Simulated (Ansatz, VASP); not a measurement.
## TiC in VASP and in Ansatz

```
CELL_PARAMETERS angstrom
3.06384 0.00000 0.00000
0.00000 3.06384 0.00000
0.00000 0.00000 18.33292
ATOMIC_POSITIONS crystal
Ti 0.50000 0.50000 0.38183
Ti 0.00000 0.00000 0.49753
Ti 0.50000 0.50000 0.61109
C 0.00000 0.00000 0.38183
C 0.50000 0.50000 0.49690
C 0.00000 0.00000 0.61699
```

Alike in both runs: functional PBE; k mesh 9 × 9 × 1; occupations gaussian, width 0.1 eV; no spin polarisation.

Ansatz relaxed the structure, and its values are those at the end. VASP's run is a single point on that final structure, the one shown.

```csv
,VASP,Ansatz
version,VASP 6.6.1,Ansatz 0.2.0
potentials or method,"VASP PAW PBE potentials, release 64 (Ti_sv, C)","scalar-relativistic, plane waves, PAW"
plane-wave cutoff (eV),520,420
valence electrons in the cell,48,48
```

```csv
,VASP,Ansatz,Ansatz less VASP
gap on the k mesh at the Fermi level (eV),none,none,-
rms of the force components (eV/Å),0.322,0.323,+0.0003
"work function, face that differs most (eV)",3.99,3.98,-0.007
```

A gap of «none» marks a metal or a gap that the smearing closes.
